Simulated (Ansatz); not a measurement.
Runs of Ansatz 0.2.0 on Pb. Symmetry: Fm-3m, No. 225, cubic system. Conventional cell: a = 4.950 Å, b = 4.950 Å, c = 4.950 Å, α = 90.00°, β = 90.00°, γ = 90.00°. Pb (site symmetry m-3m) is surrounded by 12 Pb at 3.50 Å. 

```csv
task,level,spin,cell,k mesh,cutoff (eV),points for each segment of the path,q mesh,gap on the mesh (eV),pressure (GPa),relaxed volume (Å³/atom)
relaxation of cell and atoms,PBEsol+D4,off,relaxed,9 × 9 × 9,420,-,-,-,0.0,29.16
band structure,exchange-only PBE,off,as given,9 × 9 × 9,420,14,-,none,11.5,-
relaxation of cell and atoms,revPBE+D4,off,relaxed,9 × 9 × 9,420,-,-,-,0.0,(b)
relaxation of cell and atoms,RPBE+D3(BJ),off,relaxed,9 × 9 × 9,420,-,-,none,0.0,22.91
band structure,r2SCAN,off,as given,9 × 9 × 9,500,14,-,none,(a),-
band structure,r2SCAN,"SOC, no magnetisation",as given,9 × 9 × 9,500,14,-,none,1.2,-
phonons,LDA,off,as given,8 × 8 × 8,420,8,4 × 4 × 4,none,-,-
```

Alike in all rows: potentials or basis Ansatz PAW; smearing fermi-dirac 0.05 eV.

Problem. Estimate the missing entries.

Solution. (a) 1.1; (b) 30.55.

Caveats: the PAW data sets come from PBE, with cores solved anew for the run's functional, which leaves a small shift of forces and pressure; the plane-wave basis is chosen anew once the cell has moved, so the energies of steps on either side of that aren't comparable (some runs); spin-orbit coupling is left out, which moves the levels of the heavy elements (some runs); the volume moved by over 15 % at a fixed basis, so the end points are rough (some runs); the volume moved by -24 % from the deposited cell, more than functionals usually miss (some runs); pairwise dispersion overbinds metals, which lowers pressure and volume (some runs); some levels weren't fully converged (some runs).

A k mesh can miss the band edges, and rows without SOC leave out spin-orbit coupling on Pb.

A gap of «none» marks a metal or a gap under the smearing width.

Runs at the PBE level aren't shown here.
